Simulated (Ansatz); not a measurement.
Spinel MgAl2O4 was calculated with G0W0@PBEsol (plane waves, hard PAW, contour deformation; Ansatz, an electronic-structure program).

The cell has the measured lattice parameters. Conventional cell: a = 8.0832 Å, b = 8.0832 Å, c = 8.0832 Å, α = 90.00°, β = 90.00°, γ = 90.00°.

One run with a 6×6×6 mesh, response cutoff 70 eV and 323 empty bands, not extrapolated in mesh or basis; no spin–orbit coupling.

Highest filled and lowest empty level by k point (fractions of the reciprocal vectors of the cell (0.000 4.042 4.042) (4.042 0.000 4.042) (4.042 4.042 0.000) Å; eV from the valence maximum of each method):

| k | PBEsol filled | PBEsol empty | QP filled | QP empty |
|---|---|---|---|---|
| 0 0 0 | 0.00 | 5.33 | 0.00 | 7.57 |
| 0 0 0.333 | -0.06 | 6.77 | -0.08 | 9.21 |
| 0 0.167 0.167 | -0.05 | 5.94 | -0.06 | 8.28 |
| 0 0.167 0.333 | -0.11 | 6.74 | -0.15 | 9.18 |
| 0 0.167 -0.333 | -0.05 | 7.37 | -0.07 | 9.88 |
| 0 -0.5 -0.5 | -0.26 | 8.39 | (withheld) | (withheld) |
| 0.167 0.333 -0.333 | -0.19 | 8.23 | -0.24 | 10.76 |
| 0.167 -0.5 -0.333 | -0.31 | 8.53 | (withheld) | (withheld) |

Problem. Estimate the withheld levels to about 0.1 eV.

Solution. 
- 0 -0.5 -0.5, QP filled: -0.34
- 0 -0.5 -0.5, QP empty: 10.96
- 0.167 -0.5 -0.333, QP filled: -0.39
- 0.167 -0.5 -0.333, QP empty: 11.08

Note: cell and atoms aren't relaxed at this level.
